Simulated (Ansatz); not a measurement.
# Bi2Te3: the change of pressure with volume per atom

Results calculated with Ansatz 0.2.0, not measured. Periodic Kohn-Sham DFT of a crystal at fixed atoms; pressure and stress are positive in compression; the energy is the free energy less that of spherical unpolarised free atoms; site moments are those in the method's own spheres, positive along +z.

Cell of the first row (space group R3m, No. 160):
```
CELL_PARAMETERS angstrom
2.16340 1.24900 9.74360
-2.16340 1.24900 9.74360
0.00000 -2.49810 9.74360
ATOMIC_POSITIONS crystal
Bi 0.81200 0.81200 0.81200
Bi 0.40200 0.40200 0.40200
Te 0.61100 0.61100 0.61100
Te 0.20000 0.20000 0.20000
Te 0.00000 0.00000 0.00000
```

Settings of every row: method all-electron PAW; functional LDA; relativity scalar; k mesh 8x8x8; filling fermi-dirac; smearing width 0.08 eV; nucleus gaussian.

Atom start moment: 0 on all atoms.

Limits: no spin-orbit coupling on heavy atoms.

```
row  volume per atom (Å³)  pressure (GPa)
  1                31.595               ?
  2                32.267           0.226
  3                 32.94          -0.884
  4                33.276          -1.392
  5                33.612          -1.871
  6                33.948          -2.323
  7                34.284          -2.749
  8                34.956          -3.529
  9                35.629          -4.222
```

Question: what pressure should row 1 give?

Worked fit of pressure. Take u = (V_r/V)^(2/3) − 1 with V_r = 33.78 Å³ an atom, which is twice the finite (Eulerian) strain; such expansions in the strain, on which the Birch-Murnaghan equation of state is built, carry the rest volume and the bulk modulus. The shown rows have u = 0.03102, 0.01693, 0.01007, 0.00333, -0.0033, -0.00982, -0.02256, -0.0349. Least squares give pressure = −2.1003 + 68.136 × u + 216.14 × u² + 161 × u³ GPa; a parabola predicts inner rows, each left out in turn, worse (root mean square 0.0015 against 0.00034 GPa). All shown rows lie on it to the printed digit. The pressure vanishes at u = 0.0282, or V = 32.4 Å³ an atom, and there the bulk modulus at fixed shape and fractions is B = −V dP/dV = (2/3)(1 + u) dP/du = 55.3 GPa. Letting shape and atoms relax would as a rule lower it, by much in layered, chain or molecular crystals. The withheld row has u = 0.04559, so the fit gives −2.1003 + 68.136 × (0.04559) + 216.14 × (0.04559)² + 161 × (0.04559)³ = 1.471 GPa.

The calculation gave 1.473 GPa. The fit lies 0.002 GPa (0.035 % of the column's range) below it; its largest miss of a shown row is 0.000 GPa. This row lies beyond the range of the fit.
